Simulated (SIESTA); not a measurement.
Crystal: Ge.

```
Ge
1.0
     0.00000    2.82891    2.82891
     2.82891    0.00000    2.82891
     2.82891    2.82891    0.00000
Ge
2
Direct
  0.75000 0.75000 0.75000
  0.50000 0.50000 0.50000
```

Base run:

| Property | Result |
| --- | --- |
| Program | SIESTA 5.4.2 |
| Functional | vdW-DF-cx |
| Potentials or basis | PseudoDojo 0.4 standard (PBE files) |
| Basis | DZP (energy shift 0.002 Ry) |
| Grid cutoff | 800 Ry |
| Energy shift | 0.002 Ry |
| k mesh | 8 × 8 × 8 |
| Occupations | fermi-dirac, width 0.05 eV |
| Spin | no spin polarisation |

Its results: band gap on the k mesh none (metal or under the smearing width); pressure 5.3 GPa.

**Question.** The run is repeated on the same cell with these changes: functional from vdW-DF-cx to PBE; basis from DZP (energy shift 0.002 Ry) to TZDP (energy shift 0.002 Ry). What comes out?

**Answer.** Band gap on the k mesh none (metal or under the smearing width); pressure 7.3 GPa.

Several settings changed at once, so the effect can't be laid on one alone.

Caveats: semicore shells carry a single zeta, which can move pressures by several GPa and volumes by a few percent; the basis of atomic orbitals isn't converged, which shifts pressures, moduli and gaps; the potentials were made for another functional, which shifts forces and pressure (some runs).
